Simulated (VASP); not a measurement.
# ZnS: forms and broadenings of the independent-particle spectrum

ZnS, F-43m (no. 216), 2 atoms in the cell. PBE, independent-particle dielectric function; PAW potentials Zn, S (PBE set).

## Input

INCAR.step1:
```
PREC = Accurate
ENCUT = 320
ISMEAR = 0
SIGMA = 0.02
EDIFF = 1E-8
LASPH = T
KPAR = 4
LWAVE = F
LCHARG = F
LEPSILON = T
```

INCAR.step2, as INCAR.step1 but for:
```
- LWAVE = F
- LEPSILON = T
+ LWAVE = T
+ NBANDS = 41
```

INCAR.step3:
```
PREC = Accurate
ENCUT = 320
ISMEAR = 0
SIGMA = 0.02
EDIFF = 1E-7
LASPH = T
KPAR = 4
LWAVE = F
LCHARG = F
LOPTICS = T
NBANDS = 41
NEDOS = 2000
CSHIFT = 0.1
ALGO = None
NELM = 1
ISTART = 1
```

INCAR.step4, as INCAR.step3 but for:
```
+ LNABLA = T
```

INCAR.step5, as INCAR.step4 but for:
```
- LNABLA = T
+ LPEAD = T
+ IPEAD = 3
```

INCAR.step6, as INCAR.step5 but for:
```
- IPEAD = 3
+ IPEAD = 1
```

INCAR.step7 changes the same tag again: IPEAD = 4.

INCAR.step8, as INCAR.step7 but for:
```
- CSHIFT = 0.1
- LPEAD = T
- IPEAD = 4
+ CSHIFT = 0.05
```

INCAR.step9, as INCAR.step8 but for:
```
- CSHIFT = 0.05
+ CSHIFT = 0.2
```

INCAR.step10 changes the same tag again: CSHIFT = 0.01.

INCAR.step11, as INCAR.step10 but for:
```
- ISMEAR = 0
- CSHIFT = 0.01
+ ISMEAR = -5
+ CSHIFT = 0.1
```

INCAR.step12, as INCAR.step11 but for:
```
- ISMEAR = -5
- SIGMA = 0.02
+ ISMEAR = 0
+ SIGMA = 0.2
```

INCAR.step13, as INCAR.step12 but for:
```
- SIGMA = 0.2
+ SIGMA = 0.02
+ OMEGAMAX = 12
```

INCAR.step14, as INCAR.step13 but for:
```
- OMEGAMAX = 12
+ OMEGAMAX = 60
```

KPOINTS:
```
k-points
0
Gamma
  12 12 12
```

POSCAR:
```
ZnS
1.0
    0.0000000000      2.7020000000      2.7020000000
    2.7020000000      0.0000000000      2.7020000000
    2.7020000000      2.7020000000      0.0000000000
Zn S
1 1
Direct
    0.7500000000      0.7500000000      0.7500000000
    0.0000000000      0.0000000000      0.0000000000
```

Commands (each step's output is kept before the next begins):
```
cat potpaw_PBE.64/Zn/POTCAR potpaw_PBE.64/S/POTCAR > POTCAR
cp INCAR.step1 INCAR
mpirun -np 4 vasp_std > vasp.out
rm WAVECAR CHG
cp INCAR.step2 INCAR
mpirun -np 4 vasp_std > vasp.out
cp INCAR.step3 INCAR
mpirun -np 4 vasp_std > vasp.out
cp INCAR.step4 INCAR
mpirun -np 4 vasp_std > vasp.out
cp INCAR.step5 INCAR
mpirun -np 4 vasp_std > vasp.out
cp INCAR.step6 INCAR
mpirun -np 4 vasp_std > vasp.out
cp INCAR.step7 INCAR
mpirun -np 4 vasp_std > vasp.out
cp INCAR.step8 INCAR
mpirun -np 4 vasp_std > vasp.out
cp INCAR.step9 INCAR
mpirun -np 4 vasp_std > vasp.out
cp INCAR.step10 INCAR
mpirun -np 4 vasp_std > vasp.out
cp INCAR.step11 INCAR
mpirun -np 4 vasp_std > vasp.out
cp INCAR.step12 INCAR
mpirun -np 4 vasp_std > vasp.out
cp INCAR.step13 INCAR
mpirun -np 4 vasp_std > vasp.out
cp INCAR.step14 INCAR
mpirun -np 4 vasp_std > vasp.out
```

## Result

- Direct gap on the mesh (eV): 2.11
- Gap on the mesh (eV): 2.11
- Bands: 41

One ground state, settings moved in the last step alone:

| Settings | ε at zero frequency | Mean energy of the absorption, weighted by Im ε (eV) | Time (s) |
|---|---|---|---|
| longitudinal form, CSHIFT 0.1 | 6.28 | 6.87 | 3 |
| transversal form (LNABLA) | 7.04 | 6.95 | 2 |
| finite differences (LPEAD), order 3 | 6.27 | 6.87 | 6 |
| finite differences (LPEAD), order 1 | 6.09 | 6.96 | 4 |
| finite differences (LPEAD), order 4 | 6.27 | 6.87 | 7 |
| CSHIFT 0.05 | 6.28 | 6.87 | 2 |
| CSHIFT 0.2 | 6.27 | 6.86 | 2 |
| CSHIFT 0.01 | 6.28 | 6.91 | 2 |
| tetrahedron method | 6.19 | 6.93 | 3 |
| SIGMA 0.2 | 6.28 | 6.87 | 3 |
| OMEGAMAX 12, which cuts the spectrum short | 5.97 | 6.84 | 3 |
| OMEGAMAX 60 | 6.28 | 6.87 | 3 |

The mean energy covers the spectrum up to 12 eV.

On the same mesh, density-functional perturbation theory with local fields gives ε = 5.92.

VASP 6.6.1 took 137 s on 4 cores (Intel Xeon Platinum 8259CL @ 2.50GHz (Skylake/Cascade Lake)), a shared host.
